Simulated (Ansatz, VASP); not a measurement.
# One calculation of TiSi2, two programs

```xyz
6
Lattice="0.0000 4.1175 4.2629 2.3895 0.0000 4.2629 2.3895 4.1175 0.0000" Properties=species:S:1:pos:R:3 pbc="T T T"
Ti    3.5843    6.1763    6.3943
Ti    2.3895    4.1175    4.2629
Si    1.1948    3.3975    2.1314
Si    1.1948    0.7200    2.1314
Si    2.3895    1.3387    4.2629
Si    2.3895    6.8963    4.2629
```

The cell is a database's computed one.

Alike in both runs: task relaxation of cell and atoms; functional BLYP; dispersion D4; k mesh 7 × 7 × 7; occupations fermi-dirac, width 0.05 eV; no spin polarisation.

|  | VASP | Ansatz |
| --- | --- | --- |
| version | VASP 6.6.1 | Ansatz 0.2.0 |
| potentials or method | VASP PAW PBE potentials, release 64 (Ti_sv, Si) | Ansatz PAW |
| plane-wave cutoff (eV) | 600 | 420 |
| valence electrons in the cell | 40 | 40 |

```tsv
	VASP	Ansatz	Ansatz less VASP
gap on the k mesh at the Fermi level, each at its own relaxed structure (eV)	none	none	-
relaxed volume (Å³/atom)	14.03	13.99	-0.039
relaxed cell length with the largest relative difference (Å)	4.886	4.882	-0.0048
```

A gap of «none» marks a metal or a gap that the smearing closes.

Caveats: pairwise dispersion overbinds metals, which lowers pressure and volume; the PAW data sets were made with another functional, which shifts forces and pressure a little (VASP); the plane-wave basis is chosen anew once the cell has moved, so the energies of steps on either side of that aren't comparable (Ansatz); the PAW data sets come from PBE, with cores solved anew for the run's functional, which leaves a small shift of forces and pressure (Ansatz).
